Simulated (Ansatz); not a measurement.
## A series in volume per atom on Gd

Periodic Kohn-Sham DFT of a crystal at fixed atoms; pressure and stress are positive in compression; the energy is the free energy less that of spherical unpolarised free atoms; site moments are those in the method's own spheres, positive along +z. The results are calculated, by Ansatz 0.2.0.

Cell of the first row (space group Pm-3m, No. 221):
```
cell vectors (Å)
   3.1942     0.0000     0.0000
   0.0000     3.1942     0.0000
   0.0000     0.0000     3.1942
atoms (fractions of the cell vectors)
Gd  0.00000  0.00000  0.00000
```

Settings of every row: method frozen-core PAW; functional PBE; relativity scalar; k mesh 10x10x10; filling fermi-dirac; smearing width 0.05 eV; wave cutoff 420 eV; paw set soft_2.

Atom:
```csv
element,start moment (bohr magneton)
Gd,7
```

Limits: no spin-orbit coupling on heavy atoms; open f shell, the state may not be the lowest; the cell comes from a prototype or a list of computed structures and needn't be the stable phase; with one magnetic atom in the cell only parallel moments are possible.

```csv
row,volume per atom (Å³),pressure (GPa),cell moment (bohr magneton)
1,32.591,1.794,7.867
2,33.613,?,?
3,34.652,0.023,7.874
4,35.692,-0.702,7.873
5,36.732,-1.335,7.869
```

Question: what pressure should row 2 give?

Worked fit of pressure. Take u = (V_r/V)^(2/3) − 1 with V_r = 35.172 Å³ an atom, which is twice the finite (Eulerian) strain; such expansions in the strain, on which the Birch-Murnaghan equation of state is built, carry the rest volume and the bulk modulus. The shown rows have u = 0.05212, 0.00998, -0.00974, -0.02852. Least squares give pressure = −0.3522 + 36.827 × u + 83.42 × u² GPa; a straight line predicts inner rows, each left out in turn, worse (root mean square 0.083 against 0.0019 GPa). The rows lie off it by 0.000, -0.001, 0.001, 0.000. The withheld row has u = 0.03069, so the fit gives −0.3522 + 36.827 × (0.03069) + 83.42 × (0.03069)² = 0.857 GPa.

The calculation gave 0.854 GPa. The fit lies 0.003 GPa (0.096 % of the column's range) above it; its largest miss of a shown row is 0.001 GPa.

The other values of row 2: cell moment 7.871 bohr magneton.
